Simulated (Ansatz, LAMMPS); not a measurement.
# Relaxing amorphous TiO2 at 3.44 g/cm^3 (84 atoms), part 2 of 4

Wanted: the relaxed structure of amorphous TiO2 at 3.44 g/cm^3 (84 atoms) and its electronic structure.

Ansatz 0.2.0; Kohn-Sham DFT, PBE, PAW (set soft_2), plane waves.

The cell: 28 Ti and 56 O. The quench rate of 50 K/ps is many orders above laboratory rates. The network of bonds at the start is that of the classical potential that made the cell. Only the Γ point is sampled in the main run, in a cell whose shortest periodic width is 10 Å.

So far. Step 3 (Single point at the start): Neighbours are counted within 2.64 Å (O-Ti).

### Step 4. Relaxation

With the cell held, the atoms are moved downhill towards a nearby minimum.

The input, input.yaml:

```yaml
crystal:
  lattice:
    - [10.2552, 0.0, 0.0]
    - [0.0, 10.2552, 0.0]
    - [0.0, 0.0, 10.2552]
  atoms:
    [... the 84 atom lines of step 3 ...]
kpoints:
  mp_grid: { grid: [1, 1, 1] }
hamiltonian:
  xc: pbe
scf:
  occupations: { method: fermi_dirac, width: 0.025 }
output:
  forces: true
relax:
  f_tol: 0.04
  max_steps: 250
```

Run with:

```
ansatz run input.yaml --threads 4 --pin off --max-ram 8192MiB --backend cpu --events-out ev --progress --plain --runs-dir out
```

Numbers of over 12 decimals in the logs are rounded to 6 here.

Output:

```text
[...]
Crystal: 84 atoms, lattice volume = 1078.530 Å³
Basis set: ecut = 420 eV, 21079 PW (Γ), exchange–correlation on 144×144×144 points (8 copies of the dense FFT grid, shifted against one another)
Bands: 420, of which v1, the nominal top of the filled ones, is band 336 counted from 1 (335 counted from 0)
Symmetry: 1 space group operations
[...]
k-points: 1
[...]
SCF iter   1: F=—  HF=-101870.639721 eV  |F-HF|=—  |Δ(HF+E_count)|=         —  Δρ=4.35e-3  dr2=1.72e-1  ethr=1.77e-3  ⟨swp⟩=4.0  Hψ=1542  notcnv=0  defer=36
[...]
SCF iter   7: F=-101870.635735 eV  HF=-101870.635737 eV  |F-HF|=1.95e-6  |Δ(HF+E_count)|=   3.73e-5  Δρ=5.02e-5  dr2=2.94e-5  ethr=5.95e-9  ⟨swp⟩=2.0  Hψ=1282  notcnv=0
SCF 1 converged in 7 iterations: F = -101870.635735 eV  dr2 = 2.94e-5
[...]
relax step   1: F+E_penalty+E_count = -101870.63573517 eV  Δ(F+E_penalty+E_count) = +0.000e0 eV  max|allowed force component| = 1.918e0 eV/Å  Δτ_max = 0.0000 Å  (7 SCF iters, dr2 threshold 4.00e-5 eV, accepted)
[...]
relax step   2: F+E_penalty+E_count = -101872.85498716 eV  Δ(F+E_penalty+E_count) = -2.219e0 eV  max|allowed force component| = 9.514e-1 eV/Å  Δτ_max = 0.1239 Å  (7 SCF iters, dr2 threshold 1.00e-4 eV, accepted)
[...]
relax step   3: F+E_penalty+E_count = -101873.65565538 eV  Δ(F+E_penalty+E_count) = -8.007e-1 eV  max|allowed force component| = 5.041e-1 eV/Å  Δτ_max = 0.1098 Å  (8 SCF iters, dr2 threshold 5.66e-5 eV, accepted)
relax step   4: F+E_penalty+E_count = -101874.14474494 eV  Δ(F+E_penalty+E_count) = -4.891e-1 eV  max|allowed force component| = 3.062e-1 eV/Å  Δτ_max = 0.2000 Å  (8 SCF iters, dr2 threshold 6.25e-5 eV, accepted)
relax step   5: F+E_penalty+E_count = -101874.37352489 eV  Δ(F+E_penalty+E_count) = -2.288e-1 eV  max|allowed force component| = 3.131e-1 eV/Å  Δτ_max = 0.2000 Å  (9 SCF iters, dr2 threshold 2.63e-5 eV, accepted)
relax step   6: F+E_penalty+E_count = -101874.40826561 eV  Δ(F+E_penalty+E_count) = -3.474e-2 eV  max|allowed force component| = 2.614e-1 eV/Å  Δτ_max = 0.0652 Å  (7 SCF iters, dr2 threshold 3.62e-5 eV, accepted)
relax step   7: F+E_penalty+E_count = -101874.45406438 eV  Δ(F+E_penalty+E_count) = -4.580e-2 eV  max|allowed force component| = 3.411e-1 eV/Å  Δτ_max = 0.2000 Å  (8 SCF iters, dr2 threshold 4.77e-5 eV, accepted)
relax step   8: F+E_penalty+E_count = -101874.48574597 eV  Δ(F+E_penalty+E_count) = -3.168e-2 eV  max|allowed force component| = 1.690e-1 eV/Å  Δτ_max = 0.0548 Å  (6 SCF iters, dr2 threshold 8.11e-5 eV, accepted)
relax step   9: F+E_penalty+E_count = -101874.43774550 eV  Δ(F+E_penalty+E_count) = +4.800e-2 eV  max|allowed force component| = 3.205e-1 eV/Å  Δτ_max = 0.2000 Å  (10 SCF iters, dr2 threshold 7.00e-6 eV, rejected (line search))
relax step  10: F+E_penalty+E_count = -101874.50615699 eV  Δ(F+E_penalty+E_count) = -2.041e-2 eV  max|allowed force component| = 1.168e-1 eV/Å  Δτ_max = 0.0792 Å  (12 SCF iters, accepted)
relax step  11: F+E_penalty+E_count = -101874.51413417 eV  Δ(F+E_penalty+E_count) = -7.977e-3 eV  max|allowed force component| = 1.375e-1 eV/Å  Δτ_max = 0.1000 Å  (9 SCF iters, dr2 threshold 3.35e-6 eV, accepted)
relax step  12: F+E_penalty+E_count = -101874.52082937 eV  Δ(F+E_penalty+E_count) = -6.695e-3 eV  max|allowed force component| = 1.500e-1 eV/Å  Δτ_max = 0.1500 Å  (8 SCF iters, dr2 threshold 9.04e-6 eV, accepted)
relax step  13: F+E_penalty+E_count = -101874.53082394 eV  Δ(F+E_penalty+E_count) = -9.995e-3 eV  max|allowed force component| = 5.476e-2 eV/Å  Δτ_max = 0.0411 Å  (6 SCF iters, dr2 threshold 2.25e-5 eV, accepted)
[...]
relax step  14: F+E_penalty+E_count = -101874.53412587 eV  Δ(F+E_penalty+E_count) = -3.302e-3 eV  max|allowed force component| = 3.987e-2 eV/Å  Δτ_max = 0.0401 Å  (10 SCF iters, accepted)
SCF converged after 10 iterations
Free energy (F): -101874.534126 eV
[...]
Internal energy: -101874.534126 eV  (E = F + TS)
E sigma→0 (E₀):  -101874.534126 eV
Fermi energy:    7.192480 eV
[...]
--- Forces (eV/Å), atoms counted from 1 ---
  atom   1  Ti     0.00647880     0.00681845     0.00616039
  atom   2  Ti     0.00904653    -0.00186355    -0.00979117
  atom   3  Ti    -0.00893110     0.00009584    -0.01307385
  atom   4  Ti     0.01171670     0.01149255    -0.00443018
  atom   5  Ti    -0.00680743     0.02011772     0.00746800
  atom   6  Ti     0.00208542     0.01575273    -0.00011414
  atom   7  Ti     0.00364776    -0.01441988     0.01989039
  atom   8  Ti    -0.01695033    -0.03624137     0.00502472
  atom   9  Ti    -0.00664880     0.03176646     0.00081410
  atom  10  Ti    -0.00138671    -0.00394599    -0.00360547
  atom  11  Ti    -0.00904318    -0.01373573    -0.01518264
  atom  12  Ti    -0.01101358     0.01080161    -0.00464576
  atom  13  Ti     0.00406201     0.00429384    -0.00889792
  atom  14  Ti    -0.00057760    -0.00423490    -0.00172340
[...]
atom  83  O     -0.00004644    -0.00374091    -0.00462630
  atom  84  O     -0.00273094     0.00246163     0.00730616
  max |Σ_I F_I| component: 8.58e-5 eV/Å
--- Relaxed structure (14 steps of the walk, 13 accepted, 0 SCFs on fresh bases) ---
  F+E_penalty+E_count = -101874.53412587 eV   max|allowed force component| = 3.987e-2 eV/Å
  atoms:
    - { symbol: Ti, position: [0.268066, 0.253225, 0.198114] }
    - { symbol: Ti, position: [0.558987, 0.071178, 0.456724] }
    - { symbol: Ti, position: [0.128902, 0.716226, 0.208692] }
    - { symbol: Ti, position: [0.126676, 0.975996, 0.863024] }
[...]
- { symbol: O, position: [0.228893, 0.314348, 0.034644] }
```

Wall time 2.9 min (4 threads of Arm Neoverse V1, shared host); peak memory 1.5 GiB.

The steps of the relaxation:

```tsv
step	energy less that of the first step (eV)	largest force component (eV/Å)
1	0.0000	1.9177
2	-2.2193	0.9514
3	-3.0199	0.5041
4	-3.5090	0.3062
5	-3.7378	0.3131
6	-3.7725	0.2614
7	-3.8183	0.3411
8	-3.8500	0.1690
9	-3.8020	0.3205
10	-3.8704	0.1168
11	-3.8784	0.1375
12	-3.8851	0.1500
13	-3.8951	0.0548
14	-3.8984	0.0399
```

Relaxation step 9 was tried and not accepted.

The atoms that moved most (Å):

```tsv
atom	dx	dy	dz	length
O73	-0.339	-0.519	-0.169	0.642
O44	0.012	0.457	0.339	0.569
O84	0.184	-0.425	-0.211	0.509
O55	0.198	-0.462	-0.019	0.503
O47	-0.292	0.306	-0.226	0.480
O42	-0.075	0.292	-0.373	0.479
Ti3	0.016	-0.340	0.261	0.429
O46	0.376	-0.178	0.044	0.418
```

The relaxation changed the energy by -46.4 meV/atom, and atoms moved by 0.28 Å r.m.s., 0.64 Å at most.

### Step 5. Local order after relaxation

Bonds before and after, by the cutoffs listed below:

```tsv
pair	bonds before	bonds after	mean before (Å)	mean after (Å)	spread before (Å)	spread after (Å)
O-Ti	131	138	1.889	1.929	0.187	0.154
```

Density 3.44 g/cm³, 12.84 Å³ an atom.

g(r), total and by pair (bins of 0.1 Å):

```tsv
r (Å)	total	O-O	O-Ti	Ti-Ti
1.65	0.00	0.00	0.00	0.00
1.75	1.57	0.00	3.53	0.00
1.85	3.87	0.00	8.71	0.00
1.95	1.86	0.00	4.19	0.00
2.05	1.16	0.00	2.61	0.00
2.15	0.37	0.00	0.83	0.00
2.25	0.10	0.00	0.22	0.00
2.35	0.13	0.00	0.29	0.00
2.45	0.20	0.27	0.18	0.00
2.55	0.34	0.68	0.09	0.00
2.65	0.87	1.95	0.00	0.00
2.75	1.48	3.25	0.07	0.00
2.85	1.77	3.91	0.07	0.00
2.95	1.26	2.58	0.13	0.51
3.05	1.10	2.00	0.24	0.93
3.15	1.00	1.49	0.33	1.77
3.25	0.94	1.04	0.57	2.06
3.35	0.93	0.68	0.87	2.14
3.45	0.91	0.65	0.83	2.22
3.55	1.12	0.56	1.13	3.30
3.65	1.14	0.95	0.95	2.64
3.75	1.12	0.54	1.67	1.25
3.85	0.92	0.81	1.07	0.74
3.95	0.94	0.63	1.34	0.56
4.05	0.88	0.50	1.27	0.80
4.15	1.11	0.60	1.68	0.89
4.25	0.83	0.48	1.18	0.84
4.35	1.00	0.35	1.76	0.58
4.45	0.95	0.47	1.41	1.00
4.55	1.25	0.77	1.85	0.74
4.65	1.16	1.04	1.32	1.01
4.75	0.96	0.82	1.19	0.58
4.85	1.05	1.30	0.79	1.03
4.95	1.14	1.61	0.71	0.97
5.05	0.93	1.12	0.67	1.21
```

Bonds by pair of elements; cutoffs follow the first minimum of g(r), held within bounds set by covalent radii, and pairs that aren't listed don't count as bonded:

```tsv
pair A-B	cutoff (Å)	bonds	mean length (Å)	spread (Å)	shortest (Å)	B about A	A about B
O-Ti	2.68	138	1.93	0.154	1.74	2.46	4.93
```

How many atoms have how many bonded neighbours:

```tsv
element	mean	2	3	4	5	6
O	2.46	31	24	1	0	0
Ti	4.93	0	0	9	12	7
```

Bond angles, per cent of each kind in bins of 5°:

```tsv
angle (°)	O-Ti-O	Ti-O-Ti
65–70	0.4	0.0
70–75	3.6	0.0
75–80	5.0	0.0
80–85	7.9	0.0
85–90	11.1	0.9
90–95	12.5	3.7
95–100	7.9	10.1
100–105	9.0	5.5
105–110	12.5	7.3
110–115	5.7	1.8
115–120	4.7	6.4
120–125	3.2	12.8
125–130	1.8	10.1
130–135	1.4	12.8
135–140	0.7	8.3
140–145	1.1	3.7
145–150	0.4	0.9
150–155	1.1	1.8
155–160	2.5	4.6
160–165	1.8	3.7
165–170	2.9	2.8
170–175	2.1	2.8
175–180	0.7	0.0
```

Bond angles (no mean is given where the spread exceeds 20°):

```tsv
angle	count	mean (°)	spread (°)
O-Ti-O	279	-	-
Ti-O-Ti	109	-	-
```

Bond length by coordination (bonds to H left out):

```tsv
element	coordination	atoms	mean bond length (Å)
O	2	31	1.83
O	3	24	2.00
O	4	1	2.13
Ti	4	9	1.83
Ti	5	12	1.93
Ti	6	7	2.01
```

Rings of the network by King's shortest-path rule, up to 12 atoms, one path for each pair of neighbours; H, halogens, alkali and alkaline-earth atoms are left out, and the last column divides by all other atoms, bonded or not:

```tsv
ring size (atoms)	rings	per network atom
4	15	0.179
6	26	0.31
8	54	0.643
10	57	0.679
12	14	0.167
```

First main peaks of g(r), for some of the pairs, lie near 2.8 Å (O-O), 1.9 Å (O-Ti) and 3.6 Å (Ti-Ti). Counting bonds as in the table, 55 % of O atoms have 2 and 43 % of Ti atoms have 5 bonded neighbours. Bonds at O atoms with 2 neighbours average 1.83 Å, against 2.00 Å at those with 3. Rings of 10 atoms are the most common (34 % of those counted); sizes run from 4 to 12, where the search stops.

(Part 2 of 4 ends here.)

[Logs are printed without paths, hosts, clocks, repeated set-up lines and the standing remarks that a program may print on its own settings, such as how far it seeks lower states.]

[Hosts, paths, dates, database ids (printed as entryN), source tags and the programs' standing remarks are cut or masked in the printed files.]
